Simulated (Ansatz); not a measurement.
Carriers in Li2Se (Fm-3m)

```
CELL_PARAMETERS angstrom
0.00000 2.97238 2.97238
2.97238 0.00000 2.97238
2.97238 2.97238 0.00000
ATOMIC_POSITIONS crystal
Li 0.25000 0.25000 0.25000
Li 0.75000 0.75000 0.75000
Se 0.00000 0.00000 0.00000
```

The conventional cell has a = 5.945 Å, b = 5.945 Å, c = 5.945 Å, α = 90.00°, β = 90.00°, γ = 90.00°. Around Li (atom 1) lie 4 Se at 2.57 Å. Se (atom 3) is surrounded by 8 Li at 2.57 Å.

Level of theory, where no other is named: PBEsol, all-electron LAPW in Ansatz 0.2.0, scalar-relativistic. k mesh 6×6×6, fixed occupations, basis error target 1 meV/atom. The cell was relaxed by PAW under this functional.

Extrema are searched on a 10×10×10 mesh and refined by Newton steps; masses come from band slopes 0.005 Å⁻¹ away, 1/m* = (1/ħ²) d²E/dk², negative for holes (the finite step makes the lightest masses up to about 3 % heavy). k is in units of the reciprocal vectors.

Task: Where are the band edges, and is the gap direct?

Result: The valence maximum lies at Gamma (0.000, 0.000, 0.000) and the conduction minimum at X (0.000, -0.500, -0.500), so the Kohn-Sham gap of 2.815 eV is indirect; the least direct gap on the mesh is 3.361 eV. A further conduction extremum at Gamma (0.000, 0.000, 0.000) lies 0.546 eV from the edge (1 equivalent point).

Task: What are the electron masses at the edge?

Result: The principal masses are 0.305, 0.305, 0.613 mₑ. One valley has a density-of-states mass (m₁m₂m₃)^(1/3) = 0.385; 3 valleys give N^(2/3) times that, 0.801; the direction-averaged conductivity mass 3/Σ(1/mᵢ) is 0.367 mₑ.

Task: Several bands lie at or near the hole edge, or its surface isn't an ellipsoid. What are the masses by direction?

Result: 

| direction | branch from the edge | its level at the point (eV from the edge) | m*/mₑ |
| --- | --- | --- | --- |
| 100 | 1 | 0.000 | -0.784 |
| 100 | 2 | 0.000 | -0.784 |
| 100 | 3 | 0.000 | -0.348 |
| 110 | 1 | 0.000 | -6.03 |
| 110 | 2 | 0.000 | -0.784 |
| 110 | 3 | 0.000 | -0.251 |
| 111 | 1 | 0.000 | -1.87 |
| 111 | 2 | 0.000 | -1.87 |
| 111 | 3 | 0.000 | -0.23 |
| 11-2 | 1 | 0.000 | -2.18 |
| 11-2 | 2 | 0.000 | -1.1 |
| 11-2 | 3 | 0.000 | -0.246 |

Task: Along the Cartesian direction 001 the conduction slope is 0.1248 eV·Å one step out. What is it four steps out, and what does that say?

Result: 0.4987 eV·Å, 3.996 times the first; a parabola would give 4, so the band is nearly parabolic here.

Task: What electronic dielectric constant and refractive index follow from the same bands (independent particles)?

Result: ε∞ = (4.91, 4.91, 4.91), so n ≈ √ε∞ = 2.22 (mean over directions) well under the gap and the normal reflectivity is ((n − 1)/(n + 1))² = 0.143. Local fields, left out here, lower ε∞ by several per cent.

Task: What gap does PAW give in the same cell?

Result: 2.815 eV, 0 meV from the LAPW value.

Task: Cells strained by ±0.5 % (all lengths, zz alone, equal engineering shears γ in yz, zx, xy; ions relaxed) give deformation potentials. How do the edge levels move, in eV per unit strain against the centre of the top valence set?

Result: 

```tsv
point	k	side	bands	level (eV)	d/dlnV	d/dε_zz	d/dγ	split/ε_zz	split/γ
Gamma	0.00 0.00 0.00	valence	3	0.000	0.00	0.00	0.00*	3.36	6.62
Gamma	0.00 0.00 0.00	conduction	1	3.361	-4.25	-4.25	-0.01*	–	–
X	0.00 -0.50 -0.50	valence	2	-1.513	2.15	0.51	0.00*	0.18	7.86
X	0.00 -0.50 -0.50	conduction	1	2.815	0.90	-0.37	0.00*	–	–
X	-0.50 -0.50 0.00	valence	2	-1.513	2.15	5.42	0.00*	0.00	7.86
X	-0.50 -0.50 0.00	conduction	1	2.815	0.90	3.44	0.00*	–	–
L	-0.50 0.00 0.00	valence	2	-0.553	0.81	0.81	-1.53	5.51	3.02
L	-0.50 0.00 0.00	conduction	1	5.142	-4.11	-4.11	-0.85	–	–
L	-0.50 -0.50 -0.50	valence	2	-0.553	0.81	0.81	4.58	5.51	0.00
L	-0.50 -0.50 -0.50	conduction	1	5.142	-4.11	-4.11	2.55	–	–
```

For the triplet at Γ the single level moves against the pair by 3bε_zz and by 3√3 d (γ/2), so b = -1.12 eV and d = -2.55 eV.

Sets with another level within 0.15 eV are left out, since it mixes in under strain; the reference set stays in any case. Entries marked * vanish by symmetry to first order; what they show is the residue of the finite step. These cells use a basis error target of 0.5 meV/atom.

Known limits: no spin-orbit coupling on heavy atoms; semilocal gaps are low, and what follows the gap (onsets, screening, light masses) shifts with it; without spin-orbit coupling, bands that meet at the valence top are not the light and heavy holes of experiment; the frozen-core PAW files of the compared runs were fitted under PBE, their cores solved anew for this functional.
